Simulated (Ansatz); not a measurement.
# NaF (Pm-3n) at 2 levels of theory

One geometry, relaxed with PBE; plane waves with PAW potentials in Ansatz, scalar-relativistic. No spin polarisation. Gaps are the least over mesh and band path; pressure is positive in compression.

```cif
data_structure
_symmetry_space_group_name_H-M 'Pm-3n'
_symmetry_Int_Tables_number 223
_cell_length_a 6.3094
_cell_length_b 6.3094
_cell_length_c 6.3094
_cell_angle_alpha 90.000
_cell_angle_beta 90.000
_cell_angle_gamma 90.000
_cell_volume 251.17
loop_
_atom_site_label
_atom_site_type_symbol
_atom_site_symmetry_multiplicity
_atom_site_Wyckoff_symbol
_atom_site_fract_x
_atom_site_fract_y
_atom_site_fract_z
_atom_site_occupancy
Na1 Na 6 d 0.75000 0.50000 0.00000 1
F1 F 6 c 0.50000 0.75000 0.00000 1
```

```csv
level,cutoff (eV),k mesh,gap (eV),pressure (GPa)
PBE,420,4×4×4,5.15,0.0
```

Task: What comes out on the same cell with r2SCAN?

Result:
| level | cutoff (eV) | k mesh | gap (eV) | pressure (GPa) |
| --- | --- | --- | --- | --- |
| r2SCAN | 500 | 4×4×4 | 5.82 | -1.3 |

The cell was found from a structure generator's guess, not taken from experiment.
